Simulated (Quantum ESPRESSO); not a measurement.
Input of a Quantum ESPRESSO 7.5 run:

Contents of pw.in:

```
&CONTROL
  calculation = 'scf'
  prefix = 'pwscf'
  outdir = './tmp'
  pseudo_dir = './pseudo'
  tprnfor = .true.
  tstress = .true.
  disk_io = 'low'
/
&SYSTEM
  ibrav = 0
  celldm(1) = 8
  nat = 6
  ntyp = 2
  ecutwfc = 75
  nbnd = 52
  input_dft = 'r2scan'
  occupations = 'smearing'
  smearing = 'fd'
  degauss = 0.00367493
  nosym = .true.
/
&ELECTRONS
  conv_thr = 1d-08
  electron_maxstep = 120
  mixing_beta = 0.5
/
ATOMIC_SPECIES
W    183.8400 W_ONCV_PBE-1.2.upf
S     32.0600 S_ONCV_PBE-1.2.upf
CELL_PARAMETERS alat
  0.7511661345387   0.0000000000000   0.0000000000000
 -0.3755830672694   0.6505289549650   0.0000000000000
  0.0000000000000   0.0000000000000   2.9526970697278
ATOMIC_POSITIONS crystal
W      0.6666666667    0.3333333333    0.7500000000
W      0.3333333333    0.6666666667    0.2500000000
S      0.6666666667    0.3333333333    0.3750000000
S      0.3333333333    0.6666666667    0.8750000000
S      0.6666666667    0.3333333333    0.1250000000
S      0.3333333333    0.6666666667    0.6250000000
K_POINTS automatic
7 7 2 0 0 0
```

Contents of bands.in:

```
&CONTROL
  calculation = 'bands'
  prefix = 'pwscf'
  outdir = './tmp'
  pseudo_dir = './pseudo'
  disk_io = 'low'
  verbosity = 'high'
/
&SYSTEM
  ibrav = 0
  celldm(1) = 8
  nat = 6
  ntyp = 2
  ecutwfc = 75
  nbnd = 52
  input_dft = 'r2scan'
  occupations = 'smearing'
  smearing = 'fd'
  degauss = 0.00367493
  nosym = .true.
/
&ELECTRONS
  conv_thr = 1d-08
  electron_maxstep = 120
  mixing_beta = 0.5
  diago_full_acc = .true.
  startingwfc = 'random'
/
ATOMIC_SPECIES
W    183.8400 W_ONCV_PBE-1.2.upf
S     32.0600 S_ONCV_PBE-1.2.upf
CELL_PARAMETERS alat
  0.7511661345387   0.0000000000000   0.0000000000000
 -0.3755830672694   0.6505289549650   0.0000000000000
  0.0000000000000   0.0000000000000   2.9526970697278
ATOMIC_POSITIONS crystal
W      0.6666666667    0.3333333333    0.7500000000
W      0.3333333333    0.6666666667    0.2500000000
S      0.6666666667    0.3333333333    0.3750000000
S      0.3333333333    0.6666666667    0.8750000000
S      0.6666666667    0.3333333333    0.1250000000
S      0.3333333333    0.6666666667    0.6250000000
K_POINTS crystal
60
 0.0000000000  0.0000000000  0.0000000000 1
 0.0555555556  0.0000000000  0.0000000000 1
 0.1111111111  0.0000000000  0.0000000000 1
 0.1666666667  0.0000000000  0.0000000000 1
 0.2222222222  0.0000000000  0.0000000000 1
 0.2777777778  0.0000000000  0.0000000000 1
 0.3333333333  0.0000000000  0.0000000000 1
 0.3888888889  0.0000000000  0.0000000000 1
 0.4444444444  0.0000000000  0.0000000000 1
 0.5000000000  0.0000000000  0.0000000000 1
 0.4666666667  0.0666666667  0.0000000000 1
 0.4333333333  0.1333333333  0.0000000000 1
 0.4000000000  0.2000000000  0.0000000000 1
 0.3666666667  0.2666666667  0.0000000000 1
 0.3333333333  0.3333333333  0.0000000000 1
 0.3030303030  0.3030303030  0.0000000000 1
 0.2727272727  0.2727272727  0.0000000000 1
 0.2424242424  0.2424242424  0.0000000000 1
 0.2121212121  0.2121212121  0.0000000000 1
 0.1818181818  0.1818181818  0.0000000000 1
 0.1515151515  0.1515151515  0.0000000000 1
 0.1212121212  0.1212121212  0.0000000000 1
 0.0909090909  0.0909090909  0.0000000000 1
 0.0606060606  0.0606060606  0.0000000000 1
 0.0303030303  0.0303030303  0.0000000000 1
 0.0000000000  0.0000000000  0.0000000000 1
 0.0000000000  0.0000000000  0.5000000000 1
 0.0500000000  0.0000000000  0.5000000000 1
 0.1000000000  0.0000000000  0.5000000000 1
 0.1500000000  0.0000000000  0.5000000000 1
 0.2000000000  0.0000000000  0.5000000000 1
 0.2500000000  0.0000000000  0.5000000000 1
 0.3000000000  0.0000000000  0.5000000000 1
 0.3500000000  0.0000000000  0.5000000000 1
 0.4000000000  0.0000000000  0.5000000000 1
 0.4500000000  0.0000000000  0.5000000000 1
 0.5000000000  0.0000000000  0.5000000000 1
 0.4666666667  0.0666666667  0.5000000000 1
 0.4333333333  0.1333333333  0.5000000000 1
 0.4000000000  0.2000000000  0.5000000000 1
 0.3666666667  0.2666666667  0.5000000000 1
 0.3333333333  0.3333333333  0.5000000000 1
 0.3076923077  0.3076923077  0.5000000000 1
 0.2820512821  0.2820512821  0.5000000000 1
 0.2564102564  0.2564102564  0.5000000000 1
 0.2307692308  0.2307692308  0.5000000000 1
 0.2051282051  0.2051282051  0.5000000000 1
 0.1794871795  0.1794871795  0.5000000000 1
 0.1538461538  0.1538461538  0.5000000000 1
 0.1282051282  0.1282051282  0.5000000000 1
 0.1025641026  0.1025641026  0.5000000000 1
 0.0769230769  0.0769230769  0.5000000000 1
 0.0512820513  0.0512820513  0.5000000000 1
 0.0256410256  0.0256410256  0.5000000000 1
 0.0000000000  0.0000000000  0.5000000000 1
 0.5000000000  0.0000000000  0.5000000000 1
 0.5000000000  0.0000000000  0.0000000000 1
 0.3333333333  0.3333333333  0.0000000000 1
 0.3333333333  0.3333333333  0.2500000000 1
 0.3333333333  0.3333333333  0.5000000000 1
```

Potentials or basis: SG15 PBE 1.2.

The run is started by

```console
$ OMP_NUM_THREADS=1 mpirun -n 2 pw.x -nk 2 -in pw.in > pw.out
$ OMP_NUM_THREADS=1 mpirun -n 2 pw.x -nk 2 -in bands.in > bands.out
```

(1) Predict the band gap on the k mesh.

(2) What does it give for the largest force?

(3) What does it give for the pressure?

(4) Estimate the band gap along the path.

## Answers

(1) 1.23 eV, indirect (least direct gap 2.36 eV).

(2) 0.436 eV/Å.

(3) -2.9 GPa.

(4) 1.14 eV, indirect (least direct gap 1.83 eV).

Caveat: the potentials were made for another functional, which shifts forces and pressure; some levels on the path didn't converge; spin-orbit coupling is left out, which moves the levels of the heavy elements; the mesh misses the band edges, which the band path finds closer together.
